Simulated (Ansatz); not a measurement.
TiO2:

```xyz
6
Lattice="4.5998 0.0000 0.0000 0.0000 4.5998 0.0000 0.0000 0.0000 2.9592" Properties=species:S:1:pos:R:3 pbc="T T T"
Ti    0.0000    0.0000    1.4796
Ti    2.2999    2.2999    0.0000
O     1.3998    1.3998    1.4796
O     0.9001    3.6997    0.0000
O     3.6997    0.9001    0.0000
O     3.2000    3.2000    1.4796
```

The cell is a database's computed one.

```yaml
Program: Ansatz 0.2.0
Task: relaxation of cell and atoms
Functional: PBE
Potentials_or_basis: Ansatz PAW
Cutoff: "420 eV (not typed: the program's choice for these potentials)"
k_mesh: 6 × 6 × 9
Occupations: fermi-dirac, width 0.05 eV
Spin: no spin polarisation
```

At the start: volume 10.44 Å³/atom.

Task: How do energy, volume and symmetry change on relaxing?

Result: It ends after 8 steps and the volume is 10.65 Å³/atom (+2.1 %); space group P4_2/mnm (No. 136, to 0.05 Å).

Step by step:
```csv
step,energy change (eV),largest force (eV/Å),volume (Å³)
1,0.0000,0.0041,62.61
2,-0.0107,0.0693,63.45
3,-0.0110,0.0390,63.81
4,-0.0112,0.0074,63.84
5,-0.0112,0.0016,63.84
6,-0.0176,0.0014,63.84
7,-0.0174,0.0001,63.90
8,-0.0176,0.0000,63.90
```

Final structure:
```
Ti O
1.0
     4.64332    0.00000    0.00000
     0.00000    4.64332    0.00000
     0.00000    0.00000    2.96385
Ti O
2 4
Cartesian
  0.0000 0.0000 1.4819
  2.3217 2.3217 0.0000
  1.4168 1.4168 1.4819
  0.9049 3.7385 0.0000
  3.7385 0.9049 0.0000
  3.2265 3.2265 1.4819
```

Caveat: the plane-wave basis is chosen anew once the cell has moved, so the energies of steps on either side of that aren't comparable; the pressure holds a Pulay correction of +0.7 GPa for the finite cutoff.
